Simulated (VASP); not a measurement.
Output of a VASP run:

File OSZICAR:
```
       N       E                     dE             d eps       ncg     rms          rms(c)
DAV:   1     0.508255825567E+02    0.50826E+02   -0.59174E+03 21852   0.115E+03
DAV:   2    -0.115415949790E+02   -0.62367E+02   -0.58315E+02 29334   0.228E+02
DAV:   3    -0.192189002732E+02   -0.76773E+01   -0.76436E+01 34896   0.719E+01
DAV:   4    -0.198895477764E+02   -0.67065E+00   -0.67006E+00 32543   0.180E+01
DAV:   5    -0.198995644375E+02   -0.10017E-01   -0.10016E-01 30420   0.254E+00    0.991E+00
DAV:   6    -0.158971206815E+02    0.40024E+01   -0.25392E+01 24050   0.228E+01    0.459E+00
DAV:   7    -0.157422115188E+02    0.15491E+00   -0.16144E+00 30108   0.745E+00    0.233E+00
DAV:   8    -0.156630097709E+02    0.79202E-01   -0.36218E-01 26202   0.469E+00    0.115E+00
DAV:   9    -0.156537557786E+02    0.92540E-02   -0.48489E-02 27362   0.138E+00    0.363E-01
DAV:  10    -0.156548876544E+02   -0.11319E-02   -0.44905E-03 26896   0.379E-01    0.920E-02
DAV:  11    -0.156546380897E+02    0.24956E-03   -0.19276E-03 28378   0.197E-01    0.314E-02
DAV:  12    -0.156546505292E+02   -0.12439E-04   -0.15455E-04 27997   0.763E-02    0.159E-02
DAV:  13    -0.156546447816E+02    0.57477E-05   -0.32790E-05 29159   0.326E-02    0.151E-03
DAV:  14    -0.156546448545E+02   -0.72961E-07   -0.16611E-06 23869   0.938E-03
   1 F= -.15654645E+02 E0= -.15654645E+02  d E =-.756043E-23
```

**OUTCAR**
```
------------------------ aborting loop because EDIFF is reached ----------------------------------------
  FORCE on cell =-STRESS in cart. coord.  units (eV):
  Direction    XX          YY          ZZ          XY          YZ          ZX
  --------------------------------------------------------------------------------------
  Total       -1.6436390     -1.6436390     -1.8565595     -0.0000003      0.0000000     -0.0000000
  in kB      -59.6067734    -59.6067718    -67.3283630     -0.0000095      0.0000000     -0.0000000
  external PRESSURE =     -62.1806361 kB  Pullay stress =       0.0000000 kB
  volume of cell :       44.18
      direct lattice vectors                 reciprocal lattice vectors
     3.628501000  0.000000000  0.000000000     0.275595900  0.159115326  0.000000000
    -1.814250000  3.142374000  0.000000000     0.000000000  0.318230739  0.000000000
     0.000000000  0.000000000  3.874684000     0.000000000  0.000000000  0.258085563
 POSITION                                       TOTAL-FORCE (eV/Angst)
 -----------------------------------------------------------------------------------
      0.00000      0.00000      1.93734        -0.000000      0.000000      0.000000
     -0.00000      2.09492      0.00000        -0.000000      0.000000      0.000000
      1.81425      1.04746      0.00000         0.000000      0.000000      0.000000
      0.00000      0.00000      0.00000        -0.000000      0.000000      0.000000
 -----------------------------------------------------------------------------------
    total drift:                                0.000000     -0.000000      0.000000
  FREE ENERGIE OF THE ION-ELECTRON SYSTEM (eV)
  ---------------------------------------------------
  free  energy   TOTEN  =       -15.6546448545 eV

  energy  without entropy=      -15.6546448545  energy(sigma->0) =      -15.65464485
```
(Selected blocks of OUTCAR.)

**POSCAR**
```
Li3N
1
    3.6285010000     0.0000000000     0.0000000000
   -1.8142500000     3.1423740000     0.0000000000
    0.0000000000     0.0000000000     3.8746840000
Li N
3 1
Direct
  0.0000000000   0.0000000000   0.5000000000
  0.3333330000   0.6666670000   0.0000000000
  0.6666670000   0.3333330000   0.0000000000
  0.0000000000   0.0000000000   0.0000000000
```

Q: Reconstruct the remaining input files.

A: This is not unique; one that fits is the input of the run itself, PBE GGA, plane waves, VASP's PBE PAW potentials (set 64).

INCAR:
```
! general
SYSTEM  =  Li3N
PREC    =  Accurate
ENCUT   =  400   ! plane-wave cut-off (eV)
LREAL   =  .FALSE.
LASPH   =  .TRUE.

! electronic loop
EDIFF   =  1E-6   ! SCF stop (eV)
NELM    =  100   ! most electronic steps
ALGO    =  Normal

! smearing
ISMEAR  =  0   ! Gaussian
SIGMA   =  0.01

! functional
GGA     =  PE   ! PBE

! ions
ISIF    =  2   ! forces and stress, cell fixed

! output
LWAVE   =  .FALSE.
LCHARG  =  .FALSE.
```

File KPOINTS:
```
Regular mesh
0
G
 20 20 17
0.5 0.5 0.5
```

POTCAR, in this order: Li_sv N (PBE.64 set). Program: vasp_std.

At this cut-off the stress carries a Pulay error, which pulls relaxed volumes low.

The structure comes from a computed database's Li3N entry; how it stands against other phases isn't given here. The cell was not relaxed at this level. The run is one of a series of settings (KPOINTS 20×20×17 Γ-centred mesh shifted by (0.5, 0.5, 0.5) against the base run), some of them coarse on purpose.
